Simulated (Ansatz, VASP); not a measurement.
## Cross-check of CdSe between VASP and Ansatz

One calculation is typed for both programs; each brings its own data sets and cutoff. How far apart do they land?

Calculated with Ansatz 0.2.0; plane waves, with VASP 6.6.1 beside it; G0W0 gap at PBE.

## (1) The starting structure

Symmetry: F-43m, No. 216, cubic system. The conventional cell has a = 6.141 Å, b = 6.141 Å, c = 6.141 Å, α = 90.00°, β = 90.00°, γ = 90.00°. Cd has 4 Se at 2.66 Å nearest. Nearest to Se lie 4 Cd at 2.66 Å. Farther neighbours and most contacts between anions are not listed.

Coordinates:

```cif
data_structure
_symmetry_space_group_name_H-M 'P 1'
_symmetry_Int_Tables_number 1
_cell_length_a 4.3420
_cell_length_b 4.3420
_cell_length_c 4.3420
_cell_angle_alpha 60.000
_cell_angle_beta 60.000
_cell_angle_gamma 60.000
_cell_volume 57.88
loop_
_atom_site_label
_atom_site_type_symbol
_atom_site_fract_x
_atom_site_fract_y
_atom_site_fract_z
_atom_site_occupancy
Cd1 Cd 0.00000 0.00000 0.00000 1
Se2 Se 0.25000 0.25000 0.25000 1
```

## (2) Ansatz: G0W0 gap, PBE

Ansatz runs on its default PAW (the set named soft_2) files.

Quasiparticle shifts depend on high empty states and on the cores, so they are the hardest test of two PAW sets.

input.yaml

```yaml
crystal:
  lattice:
    - [0.0, 3.0702711986, 3.0702711986]
    - [3.0702711986, 0.0, 3.0702711986]
    - [3.0702711986, 3.0702711986, 0.0]
  atoms:
    - { symbol: Cd, position: [0.0, 0.0, 0.0] }
    - { symbol: Se, position: [0.25, 0.25, 0.25] }
hamiltonian:
  xc: pbe
  pseudopotentials: { kind: paw }
kpoints:
  mp_grid: { grid: [6, 6, 6] }
scf:
  occupations: { method: fixed }
gw:
  n_empty_bands: 367
  ecut_chi: 200.0
  qp_bands: [v2, c2]
  qp_kpoints: band_edges
  screening: { model: contour_deformation }
```

Started as:

```bash
> ansatz run input.yaml --threads 4 --pin off --max-ram 9216MiB --backend cpu --events-out ev --progress --plain --runs-dir out
```

Numbers of over 12 decimals in the logs are rounded to 6 here.

The log of the run:

```text
Engine: ansatz 0.2.0, aarch64-unknown-linux-gnu
Pseudopotentials: kind: paw
Pseudopotential: Cd, paw, valence charge 20, recommended cutoff 420 eV (normal), Cd.paw.azcp
Pseudopotential: Se, paw, valence charge 16, recommended cutoff 420 eV (normal), Se.paw.azcp
Functional definition: PBE
  parameter kappa = 0.804
  parameter beta = 0.066725
  exchange = pbe_x(kappa = kappa, mu = beta*pi^2/3)
  correlation = pbe_c(beta = beta)
Crystal: 2 atoms, lattice volume = 57.884 Å³
Basis set: ecut = 420 eV, 1139 PW (Γ)
Bands: 22, of which v1, the nominal top of the filled ones, is band 18 counted from 1 (17 counted from 0)
Symmetry: 24 space group operations
Space group: F-43m (ITA 216), of the structure as read, at distance tolerance 3.9e-5 Å
k-points: 16 of 216 (time reversal used)
Non-local potential: Cd, projectors of the file, l = 0: 3, l = 1: 2, l = 2: 2, l = 3: 1
Non-local potential: Se, projectors of the file, l = 0: 2, l = 1: 2, l = 2: 3, l = 3: 1
PAW form: soft (Blöchl's): semilocal exchange-correlation on the pseudo side does not see the compensation charge
PAW one-centre angular grid: Cd, 590 points (default); XC on 64 Gauss nodes
PAW one-centre angular grid: Se, 590 points (default); XC on 64 Gauss nodes
Initial density: superposition of atomic densities (neutral atoms: chi_scale 0, normalization atom), corrected by the library's trained network
Initial wavefunctions: pseudopotential atomic-orbital guess
Functional: x = pbe(κ = 0.804, μ = 0.219515), c = pbe(β = 0.066725)
SCF iter   1: F=—  HF=-13724.785618 eV  |F-HF|=—  |Δ(HF+E_count)|=         —  Δρ=9.37e-4  dr2=1.08e-3  ethr=1.77e-3  ⟨swp⟩=4.8  Hψ=1295  notcnv=0  defer=28
preconditioner: auto → none  [insulator: Δε(μ)=0.536 eV  Ē_g=12.030 eV  n_scr=14 (ndim 8)  ℏωp=20.7 eV  f_vac=0.215  ε∞_Penn≈4.0]
SCF iter   2: F=—  HF=-13724.786066 eV  |F-HF|=—  |Δ(HF+E_count)|=   4.48e-4  Δρ=3.64e-4  dr2=6.54e-5  ethr=3.01e-6  ⟨swp⟩=2.0  Hψ=661  notcnv=0  defer=27
SCF iter   3: F=—  HF=-13724.786097 eV  |F-HF|=—  |Δ(HF+E_count)|=   3.15e-5  Δρ=1.49e-4  dr2=1.23e-5  ethr=1.82e-7  ⟨swp⟩=2.0  Hψ=650  notcnv=0  defer=27
SCF iter   4: F=—  HF=-13724.786121 eV  |F-HF|=—  |Δ(HF+E_count)|=   2.37e-5  Δρ=6.68e-5  dr2=2.83e-6  ethr=3.42e-8  ⟨swp⟩=2.0  Hψ=495  notcnv=0  defer=29
SCF iter   5: F=—  HF=-13724.786129 eV  |F-HF|=—  |Δ(HF+E_count)|=   8.05e-6  Δρ=1.69e-5  dr2=1.56e-7  ethr=7.86e-9  ⟨swp⟩=2.0  Hψ=496  notcnv=0  defer=31
SCF iter   6: F=-13724.786129 eV  HF=-13724.786129 eV  |F-HF|=1.20e-8  |Δ(HF+E_count)|=   4.50e-7  Δρ=3.27e-6  dr2=5.22e-9  ethr=2.78e-10  ⟨swp⟩=5.7  Hψ=1175  notcnv=0
SCF 1 converged in 6 iterations: F = -13724.786129 eV  dr2 = 5.22e-9
  greatest PAW one-centre occupation: 1.000 electrons in one spin orbital (limit 2), on the Cd atom at site 0 (counted from 0), in its partial waves of l = 0
NSCF: frozen V_eff on 16 k-points
G₀W₀ screening: q 1/16
G₀W₀ screening: q 2/16 (q-point 6)
G₀W₀ screening: q 3/16 (q-point 7)
G₀W₀ screening: q 4/16 (q-point 8)
G₀W₀ screening: q 5/16 (q-point 11)
G₀W₀ screening: q 6/16 (q-point 14)
G₀W₀ screening: q 7/16 (q-point 15)
G₀W₀ screening: q 8/16 (q-point 9)
G₀W₀ screening: q 9/16 (q-point 12)
G₀W₀ screening: q 10/16 (q-point 16)
G₀W₀ screening: q 11/16 (q-point 2)
G₀W₀ screening: q 12/16 (q-point 3)
G₀W₀ screening: q 13/16 (q-point 5)
G₀W₀ screening: q 14/16 (q-point 10)
G₀W₀ screening: q 15/16 (q-point 4)
G₀W₀ screening: q 16/16 (q-point 13)
G₀W₀ self-energy: k 1/8
G₀W₀ self-energy: k 2/8
G₀W₀ self-energy: k 3/8
G₀W₀ self-energy: k 4/8
G₀W₀ self-energy: k 5/8
G₀W₀ self-energy: k 6/8
G₀W₀ self-energy: k 7/8
G₀W₀ self-energy: k 8/8
NSCF: frozen V_eff on 1 k-points
NSCF: frozen V_eff on 1 k-points
SCF converged after 6 iterations
Free energy (F): -13724.786129 eV
Harris-Foulkes:  -13724.786129 eV  (|F-HF|=1.20e-8)
Internal energy: -13724.786129 eV  (E = F + TS)
E sigma→0 (E₀):  -13724.786129 eV
Fermi energy:    7.074228 eV
--- Per-component energies (eV) ---
  E_band       = -902.111522
  E_kinetic    = 623.390608
  E_local      = -6441.868393  (includes V_loc(G=0)·N_el)
  E_nonlocal   = -562.247127
  E_hartree    = 3059.829411
  E_xc         = -280.847372
  E_vxc        = -319.658218  (∫ρ·V_xc dr)
  E_paw        = -5994.756293  (= ΣΔE_a)
  E_vpaw       = -321.384747  (= ΣTr[D̂ρ^β])
  E_aug_tail   = -0.000610  (compensation charges beyond the density's cutoff)
  E_ewald      = -4128.286353
  E_smearing   = -0.000000  (= −TS)
  E_closure    = 0.000000  (closes the sum)
  Σ components = -13724.786129   (vs F -13724.786129, Δ=0.00e0)
--- Band table (eV; the first three rows and the last of 16) ---
  k-point 0: bands = [... 14 lower, -0.4201, 7.0742, 7.0742, 7.0742, 7.6228, 13.0133, 13.0133, 13.0133]
  k-point 1: bands = [... 14 lower, -0.4208, 5.4097, 6.8763, 6.8763, 8.9265, 12.7576, 13.3246, 13.3246]
  k-point 2: bands = [... 14 lower, -0.3979, 3.6720, 6.5253, 6.5253, 9.4411, 13.5613, 13.5716, 13.5716]
  k-point 15: bands = [... 14 lower, 0.0013, 3.1987, 5.0411, 5.0648, 11.4614, 11.6253, 14.5718, 15.0721]
--- G₀W₀: contour deformation, 8 samples at zero and on the imaginary axis and 3 off it, 216 q-points, 367 empty bands' worth ---
  eigenvalues of the whole cell's RPA ε∞ on this k-mesh (on a slab, of 1 + 4πα/V) = 19.2469, 19.2469, 19.2469; static W/v taken at q = 0 is 0.051956
  bands read: the sum over 385 bands ends inside a degenerate multiplet in 2 slots, whose members it reads at an even weight; the widest, k=0: bands 385 to 387 (counted from 1) at 1/3 each
  gw.qp_kpoints: band_edges: 8 of 16 stored k-points solved, in 1 pass; an edge of the gap read off the rows below is read off those points alone
    valence top: of the k-points left out ik 7 came nearest to being solved in a further pass, in band 18 (counted from 1, as in the quasiparticle table): it holds the edge there only if its correction is more favourable than any solved in that band by at least 0.725 eV; those differ by 0.069 eV
    conduction bottom: of the k-points left out ik 5 came nearest to being solved in a further pass, in band 19 (counted from 1, as in the quasiparticle table): it holds the edge there only if its correction is more favourable than any solved in that band by at least 2.582 eV; those differ by 0.165 eV
  `?` marks the rows in doubt; gw_qp.tsv's column doubts and the gw_qp event give each row's grounds
    ik  band        ε_KS         Σx   Σc(E_QP)       V_xc       Z   E_QP_lin       E_QP  E_QP is
     0    17      7.0742   -19.5985     1.7906   -17.1629  0.7114     6.3535     6.4292  root ?
     0    18      7.0742   -19.5985     1.7906   -17.1629  0.7114     6.3535     6.4292  root ?
     0    19      7.6228    -9.1928    -3.4818   -12.6164  0.7455     7.5648     7.5645  root
     0    20     13.0133    -6.4924    -4.4098   -11.0061  0.7236    13.1182    13.1172  root
     1    17      6.8763   -19.2990     1.8603   -16.7823  0.7098     6.1399     6.2200  root ?
     1    18      6.8763   -19.2990     1.8603   -16.7823  0.7098     6.1399     6.2200  root ?
     1    19      8.9265   -10.0336    -3.4767   -13.4569  0.7351     8.8734     8.8730  root
     1    20     12.7576    -6.7831    -4.3711   -11.1991  0.7218    12.8026    12.8024  root
     2    17      6.5253   -18.8131     1.9893   -16.1483  0.7064     5.7618     5.8498  root ?
     2    18      6.5253   -18.8131     1.9893   -16.1483  0.7064     5.7618     5.8498  root ?
     2    19      9.4411    -8.5085    -3.9206   -12.4701  0.7385     9.4821     9.4819  root
     2    20     13.5613    -7.1727    -4.6986   -11.8454  0.6986    13.5355    13.5354  root
     3    17      6.3659   -18.5915     2.0442   -15.8639  0.7049     5.5910     5.6825  root ?
     3    18      6.3659   -18.5915     2.0442   -15.8639  0.7049     5.5910     5.6825  root ?
     3    19      9.4331    -8.2973    -3.9327   -12.2797  0.7404     9.4829     9.4827  root
     3    20     13.5185    -6.5043    -4.4244   -11.0064  0.7180    13.5968    13.5962  root
     4    17      6.5496   -18.7989     1.9580   -16.1713  0.7068     5.7942     5.8800  root ?
     4    18      6.5496   -18.7989     1.9580   -16.1713  0.7068     5.7942     5.8800  root ?
     4    19      9.4701   -10.5589    -3.5521   -14.0698  0.7288     9.4291     9.4289  root
     4    20     11.9657    -6.3005    -4.2002   -10.5454  0.7322    12.0106    12.0103  root
     8    17      5.9793   -17.9522     2.1094   -15.1576  0.7004     5.2006     5.2941  root ?
     8    18      6.7599   -19.1576     1.9098   -16.5833  0.7087     6.0119     6.0953  root ?
     8    19      9.9120    -9.6174    -3.9699   -13.6343  0.7279     9.9592     9.9589  root
     8    20     12.6196    -7.1156    -4.2825   -11.4154  0.7233    12.6370    12.6369  root
     9    17      5.6930   -17.6932     2.2651   -14.7253  0.6956     4.8887     4.9902  root ?
     9    18      5.6930   -17.6932     2.2651   -14.7253  0.6956     4.8887     4.9902  root ?
     9    19     10.5844    -6.8038    -3.8619   -10.5957  0.7375    10.5148    10.5144  root
     9    20     10.9150    -8.4207    -4.1504   -12.6747  0.7300    11.0195    11.0185  root
    12    17      5.3198   -17.1791     2.3877   -14.0775  0.6901     4.4990     4.6059  root ?
    12    18      5.3198   -17.1791     2.3877   -14.0775  0.6901     4.4990     4.6059  root ?
    12    19     10.2720    -6.0282    -3.6470    -9.5599  0.7475    10.1578    10.1567  root
    12    20     10.8106    -8.6572    -4.0968   -12.8503  0.7311    10.9076    10.9069  root
```

Wall time 13 min (4 threads of Arm Neoverse V2, shared host); peak memory 1.2 GiB.

The column dr2 measures how far the density is from self-consistency, as an energy; F and HF (Harris–Foulkes) agree once it is small.

[end of part 1 of 2]

[Lines on the potential files, build, host, timing and source positions are cut from VASP's logs without a mark.]

[Logs are printed without paths, hosts, clocks, repeated set-up lines and the standing remarks that a program may print on its own settings, such as how far it seeks lower states.]

[Hosts, paths, dates, database ids (printed as entryN), source tags and the programs' standing remarks are cut or masked in the printed files.]
